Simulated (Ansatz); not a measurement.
A 2-atom cell of NaI started from a crystallographic database, relaxed with r2SCAN: the symmetry is Fm-3m (No. 225, cubic); conventional cell a = 6.459 Å, 33.69 Å³ an atom. Na has 6 I at 3.23 Å; I has 6 Na at 3.23 Å. One-shot G0W0@PBE in the plane-wave code Ansatz on a 4×4×4 mesh (contour deformation, no spin-orbit coupling), from a PBE gap of 3.659 eV over the mesh points (the G0W0 gap is direct on the mesh); the number N of bands summed and the screening cutoff rise together. No spin polarisation and no zero-point or thermal motion.

```tsv
N	cutoff (eV)	1000/N	G0W0 gap (eV)
165	100	6.061	5.575
382	180	2.618	5.664
```

Q: Lay a straight line in 1000/N through these rows.

A: The slope is -0.0258 eV per unit of 1000/N and the intercept 5.732 eV.

Q: Predict the gap at N = 729 (260 eV).

A: 5.732 + (-0.0258) × 1.372 = 5.697 eV; the run gives 5.691 eV, -0.006 eV from the line.

Q: With that run's result added, what limit do the last two rows suggest?

A: Their slope is (5.691 − 5.664)/(1.372 − 2.618) = -0.0217, which meets 1/N = 0 at 5.72 eV, against 5.732 eV from the first line. The slope flattens, so the first line overshoots; the k mesh isn't extrapolated.

No spin-orbit coupling is included; it can move band edges with weight on the heavy atoms by tenths of an eV.
